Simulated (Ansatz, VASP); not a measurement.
ScAl2: VASP beside Ansatz

```
CELL_PARAMETERS angstrom
0.00000 3.77765 3.77765
3.77765 0.00000 3.77765
3.77765 3.77765 0.00000
ATOMIC_POSITIONS crystal
Sc 0.50000 0.50000 0.50000
Sc 0.75000 0.75000 0.75000
Al 0.12500 0.12500 0.12500
Al 0.62500 0.12500 0.12500
Al 0.12500 0.62500 0.12500
Al 0.12500 0.12500 0.62500
```

The cell comes from a database or a generator and needn't be the stable form of this composition.

Alike in both runs: task single point; functional r2SCAN; k mesh 8 × 8 × 8; occupations gaussian, width 0.15 eV; no spin polarisation.

|  | VASP | Ansatz |
| --- | --- | --- |
| version | VASP 6.6.1 | Ansatz 0.2.0 |
| potentials or method | VASP PAW PBE potentials, release 64 (Sc_sv, Al) | scalar-relativistic, plane waves, PAW |
| plane-wave cutoff (eV) | 520 | 500 |
| valence electrons in the cell | 34 | 34 |

```tsv
	VASP	Ansatz	Ansatz less VASP
gap on the k mesh at the Fermi level (eV)	none	none	-
pressure (GPa)	0.0	0.0	0.00
```

A gap of «none» marks a metal or a gap that the smearing closes.

Caveats: the PAW data sets were made with another functional, which shifts forces and pressure a little (VASP).
